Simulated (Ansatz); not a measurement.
**Si: pressure against volume**

Reference cell: a structure deposited in the COD, whose atoms a relaxation with PBE at fixed cell left in place.

```yaml
crystal:
  lattice:
    - [0.00000, 2.71535, 2.71535]
    - [2.71535, 0.00000, 2.71535]
    - [2.71535, 2.71535, 0.00000]
  atoms:
    - { symbol: Si, position: [0.00000, 0.00000, 0.00000] }
    - { symbol: Si, position: [0.25000, 0.25000, 0.25000] }
```

Atoms are numbered from 1 in the order listed; like atoms form one site, named after its first atom.

Computed with Ansatz: DFT, PBE, plane waves and PAW, scalar-relativistic, 420 eV cutoff, Γ-centred 14×14×14 k-points, Fermi–Dirac smearing 0.02 eV.

The cell is scaled uniformly, and the ions relax again at each size.

| V/V₀ | pressure (GPa) | gap on the k-mesh (eV) |
| --- | --- | --- |
| 0.94 | 8.9 | 0.45 |
| 0.96 | ? | ? |
| 0.98 | 4.1 | 0.53 |
| 1.00 | 2.0 | 0.57 |
| 1.02 | 0.2 | 0.61 |
| 1.04 | -1.5 | 0.64 |
| 1.06 | -3.0 | 0.67 |

Problem. Estimate the row at V/V₀ = 0.96 and the bulk modulus.

Solution. pressure (GPa): 6.3; gap on the k-mesh (eV): 0.49. Worked: a parabola in ln(V/V₀) through the other 6 rows gives 6.4 GPa there. It crosses zero pressure at V/V₀ = 1.022, the equilibrium volume of this functional, where the bulk modulus is B = −dP/d ln V = 89 GPa. The gap rises as the cell grows, by 0.019 eV per per cent of volume.

PBE gaps are too small, by a third to a half in many semiconductors; their changes with volume are better.
